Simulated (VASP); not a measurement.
Input of a VASP 6.6.1 run:

The input INCAR:

```
PREC = Accurate
ENCUT = 520
EDIFF = 1E-6
ISMEAR = -1
SIGMA = 0.05
LREAL = Auto
LASPH = True
NELM = 100
ALGO = Normal
ISIF = 2
LWAVE = False
LCHARG = False
GGA = PS
NBANDS = 51
```

File KPOINTS:

```
Automatic mesh
0
Gamma
  2 2 1
```

POSCAR

```
C
1.0
    7.3980000363      0.0000000000      0.0000000000
   -3.6990000181      6.4068559686      0.0000000000
    0.0000000000      0.0000000000     13.0000000000
C
18
Direct
    0.0000000000      0.0000000000      0.0769231000
    0.2222222222      0.1111111111      0.0769231000
    0.0000000000      0.3333333333      0.0769231000
    0.2222222222      0.4444444444      0.0769231000
    0.0000000000      0.6666666667      0.0769231000
    0.2222222222      0.7777777778      0.0769231000
    0.3333333333      0.0000000000      0.0769231000
    0.5555555556      0.1111111111      0.0769231000
    0.3333333333      0.3333333333      0.0769231000
    0.5555555556      0.4444444444      0.0769231000
    0.3333333333      0.6666666667      0.0769231000
    0.5555555556      0.7777777778      0.0769231000
    0.6666666667      0.0000000000      0.0769231000
    0.8888888889      0.1111111111      0.0769231000
    0.6666666667      0.3333333333      0.0769231000
    0.8888888889      0.4444444444      0.0769231000
    0.6666666667      0.6666666667      0.0769231000
    0.8888888889      0.7777777778      0.0769231000
```

Potentials or basis: VASP PAW PBE potentials, release 64 (C).

The run is started by

```sh
$ cat potpaw_PBE.64/C/POTCAR > POTCAR
$ mpirun -np 1 vasp_std > vasp.out
```

Question: What does it give for the band gap on the k mesh?

Answer: None (metal or under the smearing width).

Caveat: the k mesh is coarse (spacing up to 0.49 Å⁻¹), so the values aren't converged.
